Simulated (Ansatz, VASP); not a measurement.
## Two plane-wave programs on Nb

```
Nb
1.0
     0.00000    2.06212    2.06212
     2.06212    0.00000    2.06212
     2.06212    2.06212    0.00000
Nb
1
Direct
  0.00000 0.00000 0.00000
```

Change from the starting cell: strain -0.025 along x and y, -0.025 along z, atoms carried along.

Alike in both runs: task single point; functional r2SCAN; k mesh 20 × 20 × 20; occupations gaussian, width 0.15 eV; no spin polarisation.

|  | VASP | Ansatz |
| --- | --- | --- |
| version | VASP 6.6.1 | Ansatz 0.2.0 |
| potentials or method | VASP PAW PBE potentials, release 64 (Nb_sv) | scalar-relativistic, plane waves, PAW |
| plane-wave cutoff (eV) | 520 | 500 |
| valence electrons in the cell | 13 | 13 |

VASP gave:

```
gap on the k mesh at the Fermi level (eV) : none
pressure (GPa)                            : 11.8
```

**Question.** Which values does Ansatz return?

**Answer.** gap on the k mesh at the Fermi level (eV): none; pressure (GPa): 11.9.

A gap of «none» marks a metal or a gap that the smearing closes.

Caveats: the PAW data sets were made with another functional, which shifts forces and pressure a little (VASP).
